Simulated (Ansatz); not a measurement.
# Property card for In

These are results of DFT PBE, scalar-relativistic, plane waves, PAW (Ansatz), not measurements.

Settings: cutoff 420 eV, Γ-centred mesh 12×12×14 on the computed 4-atom cell, Gaussian smearing of 0.10 eV; no spin polarisation.

The structure is relaxed at this level of theory with its symmetry kept, and needn't be the ground state of this composition.

```yaml
crystal:
  lattice:
    - [6.36557, 0.00000, 0.00000]
    - [-3.18279, 5.51275, 0.00000]
    - [0.00000, 0.00000, 3.19372]
  atoms:
    - { symbol: In, position: [0.47248, 0.00000, 0.00000] }
    - { symbol: In, position: [0.00000, 0.47248, 0.00000] }
    - { symbol: In, position: [0.52752, 0.52752, 0.00000] }
    - { symbol: In, position: [0.00000, 0.00000, 0.50000] }
```

**Question.** Energy over the standard state (uncorrected)?

**Answer.** +0.026 eV/atom.

**Question.** Kohn–Sham band gap?

**Answer.** none (metal).

**Question.** Density of states at the Fermi level?

**Answer.** 1.8 states/eV per cell.

**Question.** Orbital (Löwdin) character within 0.5 eV of the Fermi level?

**Answer.** In 5p 75 %, In 5s 23 %.

**Question.** Bader charge by site (e)?

**Answer.** In (3 in the cell) 0.00, In (1 in the cell) 0.01.

The cell was found from a structure generator's guess, not taken from experiment. Löwdin shares on free-atom orbitals overweight diffuse shells.
